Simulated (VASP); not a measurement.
Input of a VASP 6.6.1 run:

The input INCAR:

```
PREC = Accurate
ENCUT = 600
EDIFF = 1E-7
ISMEAR = 1
SIGMA = 0.1
LREAL = False
LASPH = True
NELM = 80
ALGO = Fast
ISIF = 2
LWAVE = False
LCHARG = False
GGA = PS
IBRION = 2
NSW = 40
EDIFFG = -0.01
```

File KPOINTS:

```
regular mesh
0
Gamma
  16 16 16
```

Contents of POSCAR:

```
Ir                                      
1.0
    0.0000000000      1.8781489718      1.8781489718
    1.8781489718      0.0000000000      1.8781489718
    1.8781489718      1.8781489718      0.0000000000
  Ir            
     1
Direct
     0.0000000000000000    0.0000000000000000    0.0000000000000000
```

Potentials or basis: VASP PAW PBE potentials, release 64 (Ir).

Launch:

```bash
$ cat potpaw_PBE.64/Ir/POTCAR > POTCAR
$ mpirun -np 1 vasp_std > vasp.out
```

(1) Estimate the band gap on the k mesh.

## Answers

(1) none (metal or under the smearing width).

Caveat: the relaxation stopped at its first step, so nothing moved.
